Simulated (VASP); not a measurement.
**Mn: equation of state with PBE**

Mn:

```
Mn
1.0
     2.48365    0.00000    0.00000
    -1.24182    2.15090    0.00000
     0.00000    0.00000    4.02620
Mn
2
Cartesian
  0.0000 1.4339 1.0065
  1.2418 0.7170 3.0196
```

This isn't the form of Mn at room conditions, which is a 58-atom cubic cell.

```yaml
Program: VASP 6.6.1
Task: equation of state
Functional: PBE
Potentials_or_basis: VASP PAW PBE potentials, release 64 (Mn_pv)
Cutoff: 520 eV
k_mesh: 12 × 12 × 7
Occupations: fermi-dirac, width 0.05 eV
Spin: collinear spin, ferromagnetic start
Starting_moments: "[4.0, 4.0] μB"
```

```yaml
Equilibrium_volume: 10.71 Å³/atom
Bulk_modulus_at_fixed_shape_and_positions: 281 GPa
Pressure_derivative_of_the_bulk_modulus: 4.5
```

Energy against volume, from the lowest point:
```tsv
volume (Å³/atom)	energy (meV/atom)
10.109	32.60
10.324	12.81
10.539	2.27
10.754	0.00
10.969	5.14
11.184	16.93
11.399	34.67
```

All runs of the series together: 7.6 min on 1 thread of Intel(R) Xeon(R) Platinum 8488C (Sapphire Rapids), on a shared host.

Caveat: the cell was scaled at fixed shape and fractional positions, which overstates the stiffness of a crystal with free parameters, most of all of layers and chains.
